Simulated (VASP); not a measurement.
# Si: optical spectrum of independent particles, by functional

Si, Fd-3m (no. 227), 2 atoms in the cell.

| Functional | ε at zero frequency, electronic | Mean energy of the absorption, weighted by Im ε (eV) | Refractive index at 1064 nm | Direct gap on the mesh (eV) | Time (s) |
|---|---|---|---|---|---|
| PBE | 14.64 | 4.38 | 4.04 | 2.56 | 4.8 |
| HSE06 | 10.83 | 5.34 | 3.39 | 3.34 | 312 |
| DDH | 11.40 | 5.14 | 3.49 | 3.22 | 292 |
| HSE03 | 11.54 | 5.12 | 3.52 | 3.15 | 341 |

Limits: row 1: the 8×8×8 mesh is coarse for a spectrum: peaks stand apart that a denser mesh merges, and ε at zero frequency can be far too high; the pull between electron and hole is left out; row 1: the onset follows the functional's gap, which semilocal functionals usually make too small; rows 2, 3, 4: the 8×8×8 mesh is coarse for a spectrum: peaks stand apart that a denser mesh merges.

## Input of the first row

INCAR:
```
PREC = Accurate
ENCUT = 290
ISMEAR = 0
SIGMA = 0.02
EDIFF = 1E-7
LASPH = T
KPAR = 4
LWAVE = T
LCHARG = F
LOPTICS = T
ALGO = Normal
NBANDS = 20
NEDOS = 2000
CSHIFT = 0.1
GGA = PE
```

KPOINTS:
```
k-points
0
Gamma
  8 8 8
```

POSCAR:
```
Si
1.0
    0.0000000000      2.7218511865      2.7218511865
    2.7218511865      0.0000000000      2.7218511865
    2.7218511865      2.7218511865      0.0000000000
Si
2
Direct
    0.5000000000      0.5000000000      0.5000000000
    0.7500000000      0.7500000000      0.7500000000
```

Commands:
```
cat potpaw_PBE.64/Si/POTCAR > POTCAR
mpirun -np 4 vasp_std > vasp.out
```

VASP 6.6.1 took 4.8 s on 4 cores (Intel Xeon 6975P-C (Granite Rapids)), a shared host.
